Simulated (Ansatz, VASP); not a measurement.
## Two plane-wave programs on Ru

File INCAR:

```
ALGO = Fast
EDIFF = 1E-6
ENCUT = 520
GGA = RE
ISIF = 2
ISMEAR = -1
LASPH = True
LCHARG = False
LREAL = False
LWAVE = False
NBANDS = 28
NELM = 60
PREC = Accurate
SIGMA = 0.1
```

KPOINTS

```
k-points
0
Gamma
  10 10 13
```

POSCAR

```
Ru
1.0
    4.4491599457      0.0000000000      0.0000000000
   -2.2245799728      3.8530855385      0.0000000000
    0.0000000000      0.0000000000      2.7972412063
Ru
3
Direct
    0.0000000000      0.0000000000      0.0000000000
    0.3333333333      0.6666666667      0.5000000000
    0.6666666667      0.3333333333      0.5000000000
```

Input for Ansatz:

```yaml
crystal:
  lattice:
    - [4.4491599457, 0.0, 0.0]
    - [-2.2245799728, 3.8530855385, 0.0]
    - [0.0, 0.0, 2.7972412063]
  atoms:
    - { symbol: Ru, position: [0.0, 0.0, 0.0] }
    - { symbol: Ru, position: [0.3333333333, 0.6666666667, 0.5] }
    - { symbol: Ru, position: [0.6666666667, 0.3333333333, 0.5] }
hamiltonian:
  xc: revpbe
  pseudopotentials:
    kind: paw
    azcp:
      Ru: "pseudopotentials/Ru.paw.azcp"
basis:
  ecutwfc: 420
  fft_grid_basis: typed
kpoints:
  mp_grid: { grid: [10, 10, 13], shift: [0, 0, 0] }
magnetization:
  spin_polarized: false
scf:
  occupations: { method: fermi_dirac, width: 0.1 }
  lower_state_search: "off"
output:
  stress: true
```

Alike in both runs: task single point; functional revPBE; k mesh 10 × 10 × 13; occupations fermi-dirac, width 0.1 eV; no spin polarisation.

```csv
,VASP,Ansatz
version,VASP 6.6.1,Ansatz 0.2.0
potentials or method,"VASP PAW PBE potentials, release 64 (Ru_pv)","plane waves (420 eV) with PAW, scalar-relativistic"
plane-wave cutoff (eV),520,420
valence electrons in the cell,42,48
```

```tsv
	VASP	Ansatz	Ansatz less VASP
pressure (GPa)	-24.1	-24.0	+0.08
largest component of the traceless stress (GPa)	2.29	2.33	+0.040
```

The functional is the same, so the differences come from potentials, cutoffs and numerics. The two sets of potentials don't hold the same shells in valence.

Caveats: so large a pressure means that the cell lies far from this level's equilibrium, or that cutoff or potentials fall short (VASP); the potentials were made for another functional, which shifts forces and pressure (VASP).
